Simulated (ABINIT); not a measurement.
Runs of ABINIT 10.8.3 (patched build) on Pd. Symmetry: Fm-3m, No. 225, cubic system. The conventional cell has a = 3.893 Å, b = 3.893 Å, c = 3.893 Å, α = 90.00°, β = 90.00°, γ = 90.00°. Around Pd (site symmetry m-3m) lie 12 Pd at 2.75 Å. 

```tsv
task	level	potentials or basis	k mesh	cutoff (eV)	fine-grid cutoff	mesh quality	gap on the mesh (eV)	pressure (GPa)	V0 of scaled cells (Å³/atom)	B0 (GPa)
band structure	LDA-VWN	PseudoDojo NC SR LDA v0.4.1 standard	12 × 12 × 12	1116	-	not flagged	none	-9.0	-	-
equation of state	revPBE+D3	JTH PAW PBE v2.0	12 × 12 × 12	626	1224.51 eV	not flagged	-	-	14.50	182
band structure	rPW86PBE	JTH PAW PBE v2.0	12 × 12 × 12	626	1224.51 eV	not flagged	none	(b)	-	-
equation of state	revPBE+D3(BJ)	JTH PAW PBE v2.0	12 × 12 × 12	626	1224.51 eV	not flagged	-	-	14.41	196
single point	r2SCAN	JTH PAW PBE v2.0	7 × 7 × 7	762	1360.57 eV	coarse	none	4.1	-	-
band structure	r2SCAN	JTH PAW PBE v2.0	12 × 12 × 12	762	1360.57 eV	not flagged	none	3.5	-	-
band structure	BLYP	JTH PAW PBE v2.0	12 × 12 × 12	626	1224.51 eV	not flagged	none	(c)	-	-
equation of state	BP86+D2	JTH PAW PBE v2.0	12 × 12 × 12	626	1224.51 eV	not flagged	-	-	14.49	(a)
equation of state	BLYP+D3	JTH PAW PBE v2.0	12 × 12 × 12	626	1224.51 eV	not flagged	-	-	14.90	176
single point	LDA	JTH PAW LDA v2.0	16 × 16 × 16	626	1224.51 eV	not flagged	none	-8.5	-	-
```

Alike in all rows: no spin polarisation; cell as given; smearing fermi-dirac 0.05 eV.

Question: Fill in the values left out.

Answer: (a) 165; (b) 18.4; (c) 18.2.

Caveats: some runs use coarse meshes; the PAW data sets were made with another functional, which shifts forces and pressure a little (some runs); pressures at fixed basis lie under the slope of the energies (some runs); so large a pressure means that the cell lies far from this level's equilibrium, or that cutoff or potentials fall short (some runs); the potentials were made for another functional, which shifts forces and pressure (some runs).

A k mesh can miss the band edges, and the runs leave out spin-orbit coupling on Pd.

A gap of «none» marks a metal or a gap under the smearing width.

Runs at the PBE level aren't shown here.
